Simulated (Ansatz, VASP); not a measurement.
# AlGa3N4 (ordered alloy, x = 0.75, built in the cubic cell of 8 atoms (invented)) in two plane-wave programs

Wanted: the spread between two codes on one cell, functional and k mesh. The cell is generated by rule, not measured, and may not be a known phase. The cell is taken from a series of runs on this material, whose earlier steps may have relaxed, scaled, displaced or heated it; both programs get it as it stands.

Program: Ansatz 0.2.0. Level of theory: plane waves, with VASP 6.6.1 beside it; r2SCAN. Results are calculated unless marked as measured.

## 1. Set-up

The structure is cubic, space group P-43m (No. 215). Conventional cell: a = 4.466 Å, b = 4.466 Å, c = 4.466 Å, α = 90.00°, β = 90.00°, γ = 90.00°. Nearest to Ga lie 4 N at 1.95 Å. Nearest to Al lie 4 N at 1.89 Å. Nearest to N lie 1 Al at 1.89 Å and 3 Ga at 1.95 Å. Farther neighbours and most contacts between anions are not listed.

As a file:

```
Ga Al N
1.0
     4.46562    0.00000    0.00000
     0.00000    4.46562    0.00000
     0.00000    0.00000    4.46562
Ga Al N
3 1 4
Cartesian
  0.0000 0.0000 2.2328
  0.0000 2.2328 0.0000
  2.2328 0.0000 0.0000
  2.2328 2.2328 2.2328
  1.1403 1.1403 3.3253
  1.1403 3.3253 1.1403
  3.3253 1.1403 1.1403
  3.3253 3.3253 3.3253
```

## 2. VASP: relaxation of cell and atoms, r2SCAN

The relaxed volume is the usual yardstick between codes: in a stiff, nearly cubic crystal its relative difference is about their pressure difference at one cell divided by the bulk modulus.

Lines of VASP's logs that name or quote its potential files are left out, and so is its time.

File INCAR:

```
SYSTEM = AlGa3N4
PREC = Accurate
ENCUT = 660
EDIFF = 1E-07
NELM = 120
ISMEAR = 0
SIGMA = 0.01
LREAL = .FALSE.
ALGO = Normal
METAGGA = R2SCAN
LASPH = .TRUE.
NBANDS = 39
LORBIT = 11
LWAVE = .FALSE.
LCHARG = .FALSE.
ISIF = 3
IBRION = 2
NSW = 80
EDIFFG = -0.005
GGA_COMPAT = .FALSE.
NELMIN = 4
EFERMI = MIDGAP
LMIXTAU = .TRUE.
KPAR = 2
```

File POSCAR:

```
AlGa3N4
1.0
    4.4656210000      0.0000000000      0.0000000000
    0.0000000000      4.4656210000      0.0000000000
    0.0000000000      0.0000000000      4.4656210000
Ga Al N
3 1 4
Direct
    0.0000000000      0.0000000000      0.4999998880
    0.0000000000      0.4999998880      0.0000000000
    0.4999998880      0.0000000000      0.0000000000
    0.4999998880      0.4999998880      0.4999998880
    0.2553535107      0.2553535107      0.7446464893
    0.2553535107      0.7446464893      0.2553535107
    0.7446464893      0.2553535107      0.2553535107
    0.7446464893      0.7446464893      0.7446464893
```

File KPOINTS:

```
Automatic mesh
0
Gamma
4 4 4
0 0 0
```

Potentials, in the order of the species: Ga_d, Al and N (PBE family, release 64).

The run is started by

```
mpirun -np 2 vasp_std
```

Numbers of over 12 decimals in the logs are rounded to 6 here.

Log:

```text
[banner, memory and clock lines left out]
running    2 mpi-ranks, on    1 nodes
 distrk:  each k-point on    1 cores,    2 groups
 distr:  one band on    1 cores,    1 groups

 POSCAR found type information on POSCAR GaAlN
 POSCAR found :  3 types and       8 ions
|                                                                             |
|               ----> ADVICE to this user running VASP <----                  |
|                                                                             |
|     You enforced a specific xc type in the INCAR file but a different       |
|     [... a line on the potential file left out ...]
|     I HOPE YOU KNOW WHAT YOU ARE DOING!                                     |
|                                                                             |

 LDA part: xc-table for (None), standard interpolation
 POSCAR, INCAR and KPOINTS ok, starting setup
 FFT: planning ... GRIDC
 FFT: planning ... GRID_SOFT
 FFT: planning ... GRID
 WAVECAR not read
 entering main loop
       N       E                     dE             d eps       ncg     rms          rms(c)
DAV:   1     0.694986072409E+03    0.69499E+03   -0.33898E+04   854   0.321E+03
DAV:   2     0.291526287580E+02   -0.66583E+03   -0.63022E+03   836   0.789E+02
DAV:   3    -0.947664075431E+02   -0.12392E+03   -0.11953E+03   903   0.231E+02
DAV:   4    -0.103862104790E+03   -0.90957E+01   -0.90241E+01  1040   0.652E+01
DAV:   5    -0.104082274052E+03   -0.22017E+00   -0.21977E+00   973   0.106E+01    0.154E+01
DAV:   6    -0.857353491463E+02    0.18347E+02   -0.23369E+01  1322   0.630E+01    0.533E+00
DAV:   7    -0.838834733799E+02    0.18519E+01   -0.43006E+00   829   0.143E+01    0.356E+00
DAV:   8    -0.886740977004E+02   -0.47906E+01   -0.32028E+00  1113   0.164E+01    0.290E+00
DAV:   9    -0.851424742790E+02    0.35316E+01   -0.19069E+00   953   0.108E+01    0.591E-01
DAV:  10    -0.848287900201E+02    0.31368E+00   -0.33838E-01  1034   0.545E+00    0.279E-01
DAV:  11    -0.848065071685E+02    0.22283E-01   -0.85806E-02   878   0.244E+00    0.368E-01
DAV:  12    -0.848455598293E+02   -0.39053E-01   -0.92998E-03   909   0.802E-01    0.290E-01
DAV:  13    -0.848519689288E+02   -0.64091E-02   -0.37504E-03  1098   0.888E-01    0.201E-01
DAV:  14    -0.848624481710E+02   -0.10479E-01   -0.46848E-03   801   0.521E-01    0.930E-02
[...]
DAV:  20    -0.848630489609E+02    0.15495E-04   -0.88496E-05  1173   0.136E-01    0.988E-02
DAV:  21    -0.848630178674E+02    0.31094E-04   -0.22691E-05  1165   0.881E-02    0.669E-02
DAV:  22    -0.848630204239E+02   -0.25565E-05   -0.72304E-06   907   0.177E-02    0.576E-02
DAV:  23    -0.848630231787E+02   -0.27548E-05   -0.26606E-06   872   0.115E-02    0.520E-02
DAV:  24    -0.848630145746E+02    0.86041E-05   -0.46006E-05  1232   0.178E-01    0.841E-03
DAV:  25    -0.848630148371E+02   -0.26254E-06   -0.72994E-06   830   0.204E-02    0.856E-03
DAV:  26    -0.848630154375E+02   -0.60040E-06   -0.24388E-07   662   0.116E-02    0.564E-03
DAV:  27    -0.848630154831E+02   -0.45553E-07   -0.23815E-07   662   0.792E-03
   1 F= -.84863015E+02 E0= -.84863015E+02  d E =-.848630E+02
[...]
2 F= -.84863120E+02 E0= -.84863120E+02  d E =-.104320E-03
[...]
3 F= -.84864060E+02 E0= -.84864060E+02  d E =-.104467E-02
[...]
4 F= -.84864060E+02 E0= -.84864060E+02  d E =-.104413E-02
[...]
5 F= -.84864110E+02 E0= -.84864110E+02  d E =-.500726E-04
 trial-energy change:   -0.000050  1 .order   -0.000059   -0.000167    0.000049
 step:   0.6545(harm=  0.7015)  dis= 0.00054  next Energy=   -84.864117 (dE=-0.570E-04)
 bond charge predicted
       N       E                     dE             d eps       ncg     rms          rms(c)
DAV:   1    -0.848641233096E+02   -0.13577E-04   -0.22725E-03   850   0.351E-01    0.223E-02
DAV:   2    -0.848641176396E+02    0.56700E-05   -0.84286E-05  1028   0.124E-01    0.112E-02
DAV:   3    -0.848641151031E+02    0.25365E-05   -0.13212E-05  1119   0.447E-02    0.333E-03
DAV:   4    -0.848641165725E+02   -0.14694E-05   -0.57511E-06   815   0.197E-02    0.214E-03
DAV:   5    -0.848641168785E+02   -0.30600E-06   -0.67575E-07   807   0.862E-03    0.122E-03
DAV:   6    -0.848641172375E+02   -0.35901E-06   -0.20312E-07   677   0.442E-03    0.601E-04
DAV:   7    -0.848641173770E+02   -0.13949E-06   -0.41134E-08   563   0.205E-03    0.179E-04
DAV:   8    -0.848641174534E+02   -0.76377E-07   -0.10063E-08   418   0.108E-03
   6 F= -.84864117E+02 E0= -.84864117E+02  d E =-.578355E-04
 curvature:  -0.35 expect dE=-0.490E-06 dE for cont linesearch -0.437E-06
 trial: gam=-0.07911 g(F)=  0.838E-06 g(S)=  0.580E-06 ort = 0.156E-04 (trialstep = 0.855E+00)
 search vector abs. value=  0.153E-06
 reached required accuracy - stopping structural energy minimisation
```

From OUTCAR (step 2):

```text
ion  position               nearest neighbor table
   1  0.000  0.000  0.500-   6 1.95   7 1.95   5 1.95   8 1.95
   2  0.000  0.500  0.000-   5 1.95   7 1.95   6 1.95   8 1.95
   3  0.500  0.000  0.000-   5 1.95   6 1.95   7 1.95   8 1.95
   4  0.500  0.500  0.500-   5 1.89   6 1.89   7 1.89   8 1.89
   5  0.255  0.255  0.745-   4 1.89   3 1.95   2 1.95   1 1.95
   6  0.255  0.745  0.255-   4 1.89   3 1.95   1 1.95   2 1.95
   7  0.745  0.255  0.255-   4 1.89   2 1.95   1 1.95   3 1.95
   8  0.745  0.745  0.745-   4 1.89   2 1.95   3 1.95   1 1.95

  LATTYP: Found a simple cubic cell.
 ALAT       =     4.4656210000

 Subroutine GETGRP returns: Found 24 space group operations
 (whereof 24 operations were pure point group operations)

The static configuration has the point symmetry T_d .

 Found     10 irreducible k-points:

   k-points           NKPTS =     10   k-points in BZ     NKDIM =     10   number of bands    NBANDS=     39

   dimension x,y,z NGX =    40 NGY =   40 NGZ =   40
   dimension x,y,z NGXF=    80 NGYF=   80 NGZF=   80

   ENCUT  =  660.0 eV  48.51 Ry    6.96 a.u.   9.35  9.35  9.35*2*pi/ulx,y,z

   NELECT =      62.0000    total number of electrons

 k-points in reciprocal lattice and weights: Automatic mesh
   0.00000000  0.00000000  0.00000000       0.016
   0.25000000  0.00000000  0.00000000       0.094
   0.50000000  0.00000000  0.00000000       0.047
   0.25000000  0.25000000  0.00000000       0.188
   0.50000000  0.25000000  0.00000000       0.188
   0.50000000  0.50000000  0.00000000       0.047
   0.25000000  0.25000000  0.25000000       0.125
   0.50000000  0.25000000  0.25000000       0.188
   0.50000000  0.50000000  0.25000000       0.094
   0.50000000  0.50000000  0.50000000       0.016

 average (electrostatic) potential at core
       1 -67.9588       2 -67.9588       3 -67.9588       4 -75.6399       5 -64.4313
       6 -64.4313       7 -64.4313       8 -64.4313

 E-fermi :   6.5403

 k-point     1 :       0.0000    0.0000    0.0000
  band No.  band energies     occupation
    ...
     27       2.6493      2.00000
     28       2.6493      2.00000
     29       5.1443      2.00000
     30       5.1443      2.00000
     31       5.1443      2.00000
     32       7.9364      0.00000
     33       9.0709      0.00000
     34       9.0709      0.00000
     35       9.0709      0.00000
     36      12.2644      0.00000
    ...

 k-point     2 :       0.2500    0.0000    0.0000
  band No.  band energies     occupation
    ...
     27       2.9446      2.00000
     28       2.9446      2.00000
     29       3.8396      2.00000
     30       4.7326      2.00000
     31       4.7326      2.00000
     32       9.2949      0.00000
     33       9.7582      0.00000
     34      10.2945      0.00000
     35      10.2945      0.00000
     36      12.7142      0.00000
    ...

 k-point     3 :       0.5000    0.0000    0.0000
  band No.  band energies     occupation
    ...
     27       2.2773      2.00000
     28       3.6241      2.00000
     29       3.6241      2.00000
     30       3.9464      2.00000
     31       3.9464      2.00000
     32      10.5740      0.00000
     33      10.6820      0.00000
     34      11.9247      0.00000
     35      11.9247      0.00000
     36      13.5300      0.00000
    ...

  Total       -0.0056628     -0.0056628     -0.0056628     -0.0000000     -0.0000000     -0.0000000
  in kB       -0.1015220     -0.1015220     -0.1015220     -0.0000000     -0.0000000     -0.0000000
  external PRESSURE =      -0.1015220 kB  Pullay stress =       0.0000000 kB

  energy-cutoff  :      660.00
  volume of cell :       89.37
      direct lattice vectors                 reciprocal lattice vectors
     4.470890223  0.000000000  0.000000000     0.223669102  0.000000000 -0.000000000
    -0.000000000  4.470890223 -0.000000000    -0.000000000  0.223669102  0.000000000
     0.000000000 -0.000000000  4.470890223    -0.000000000  0.000000000  0.223669102

 POSITION                                       TOTAL-FORCE (eV/Angst)
 -----------------------------------------------------------------------------------
      0.00000      4.47089      2.23544         0.000000      0.000000      0.000000
     -0.00000      2.23544     -0.00000        -0.000000      0.000000      0.000000
      2.23544      0.00000      0.00000         0.000000      0.000000      0.000000
      2.23544      2.23544      2.23544        -0.000000      0.000000      0.000000
      1.14338      1.14338      3.32751         0.001203      0.001203     -0.001203
      1.14338      3.32751      1.14338         0.001203     -0.001203      0.001203
      3.32751      1.14338      1.14338        -0.001203      0.001203      0.001203
      3.32751      3.32751      3.32751        -0.001203     -0.001203     -0.001203
 -----------------------------------------------------------------------------------
    total drift:                                0.000031      0.000031      0.000030

  FREE ENERGIE OF THE ION-ELECTRON SYSTEM (eV)
  ---------------------------------------------------
  free  energy   TOTEN  =       -84.8641174534 eV

  energy  without entropy=      -84.8641174534  energy(sigma->0) =      -84.86411745

 reached required accuracy - stopping structural energy minimisation

 total charge
# of ion       s       p       d       tot
------------------------------------------
    1        0.756   0.884  10.191  11.831
    2        0.756   0.884  10.191  11.831
    3        0.756   0.884  10.191  11.831
    4        0.371   0.447   0.000   0.818
    5        1.228   2.569   0.000   3.797
    6        1.228   2.569   0.000   3.797
    7        1.228   2.569   0.000   3.797
    8        1.228   2.569   0.000   3.797
--------------------------------------------------
tot          7.551  13.373  30.573  51.497

[... 3 further parts left out ...]
```

(Part 1 of 2 ends here.)

[Lines on the potential files, build, host, timing and source positions are cut from VASP's logs without a mark.]

[Logs are printed without paths, hosts, clocks, repeated set-up lines and the standing remarks that a program may print on its own settings, such as how far it seeks lower states.]

[Hosts, paths, dates, database ids (printed as entryN), source tags and the programs' standing remarks are cut or masked in the printed files.]
